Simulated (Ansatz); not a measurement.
# How the conductance of Cu/hBN/Ni changes with thickness

How fast does the current through Cu/hBN/Ni fall with each added layer? The lower electrode is Cu fcc(111), the upper one Ni fcc(111); the barrier is hBN sheets (three sheets in the relaxed core). In the first transport cell, after relaxation, the nearest pair of electrode and barrier is Cu–N at 2.88 Å, along the normal, too long for a bond, at the lower face and Ni–N at 2.07 Å, along the normal, at the upper one. A gap without bonds adds to the barrier. All share a net of side 2.567 Å, which strains the lower electrode by +0.0 %, the upper one by +3.1 % and the barrier by +2.3 %, against typed lattice constants near PBE's. The first steps treat the bulk electrodes alone.

Calculated with Ansatz 0.2.0; PBE+D3(BJ) DFT, plane waves, PAW files, in the first sound run; inputs show where later runs differ.

## 1. The structure

The structure is cubic, space group Fm-3m (No. 225). The conventional cell has a = 3.630 Å, b = 3.630 Å, c = 3.630 Å, α = 90.00°, β = 90.00°, γ = 90.00°. Nearest to Cu lie 12 Cu at 2.57 Å.

## 2. Layer spacing of the electrode, electrode Cu fcc(111), spin none

The electrode is held to the junction's net and relaxed along the normal; its spacing is used for the ideal lead layers.

Contents of input.yaml:

```yaml
crystal:
  lattice:
    - [2.567, 0.0, 0.0]
    - [-1.2835, 2.2230872115, 0.0]
    - [0.0, 0.0, 6.2869974147]
  atoms:
    - { symbol: Cu, position: [0.0, 0.0, 0.0] }
    - { symbol: Cu, position: [0.3333333333, 0.6666666667, 0.3333333333] }
    - { symbol: Cu, position: [0.6666666667, 0.3333333333, 0.6666666667] }
kpoints:
  mp_grid: { grid: [18, 18, 5] }
scf:
  occupations: { method: fermi_dirac, width: 0.1 }
  max_iter: 150
hamiltonian:
  xc: pbe
  dispersion: d3bj
relax:
  f_tol: 0.01
  max_steps: 40
  cell: { fix: [a, b, angles] }
```

On the command line:

```sh
ansatz run input.yaml --threads 4 --pin off --max-ram 12288MiB --backend cpu --events-out ev --progress --plain --runs-dir out
```

Planned after this: the strained electrode, electrode Ni fcc(111), spin collinear; relaxing the interfaces; T(E) of the junction; conductance on a fine mesh, atomic planes in the barrier 1, gap between the electrodes 4.88 Å; conductance on a fine mesh, 27 atoms; conductance, atomic planes in the barrier 5, gap between the electrodes 17.86 Å; conductance on a fine mesh, atomic planes in the barrier 7, gap between the electrodes 24.34 Å; the series together; decay with thickness; the same cell, other settings, 27 atoms; the same cell, other settings, 23 atoms. Settings of the main run: atomic planes in the barrier 3, cutoff 420 eV, 12×12×1 k-mesh, Fermi-Dirac occupations, smearing width 0.1 eV, collinear spin, left electrode Cu fcc(111), right electrode Ni fcc(111), barrier hBN sheets, barrier faces three sheets relaxed, net side 2.567 Å, left strain 0.0001, right strain 0.0313, barrier strain 0.0227, gap between the electrodes 11.37 Å, lead length (14.21, 23.53) Å, alignment parallel, PAW set soft 2, starting moments on Ni, summing to 9.1 μB.

Before running: what should come out for the decay constant β?

A fit of ln G against d gives β = 0.92 Å⁻¹, and step by step the slopes are 0.96, 0.91 and 0.89 Å⁻¹. They agree within a fifth, so G falls as one exponential, by a factor of ten every 2.5 Å. At the Fermi level the layers of the barrier in the wide-window run (3 planes) hold from 0.0024 to 0.047 states an eV and atom. A semilocal functional narrows gaps, which tends to make the decay too slow.

| Quantity | Value |
| --- | --- |
| 1/G at 4.88 Å gap | 0.00425 Ω um² |
| 1/G at 24.3 Å gap | 2.6e5 Ω um² |
| decay constant β | 0.92 Å⁻¹ |

The program's largest error estimate on these conductances is 8.9 %, from the mesh across the current. No spin-orbit coupling, phonons, disorder or image charges enter; the interfaces are ordered, one cell wide and lattice-matched by strain. Semilocal gaps are too small, which can bring a band edge of the barrier nearer to the Fermi level than it is.

[Logs are printed without paths, hosts, clocks, repeated set-up lines and the standing remarks that a program may print on its own settings, such as how far it seeks lower states.]

[Hosts, paths, dates, database ids (printed as entryN), source tags and the programs' standing remarks are cut or masked in the printed files.]
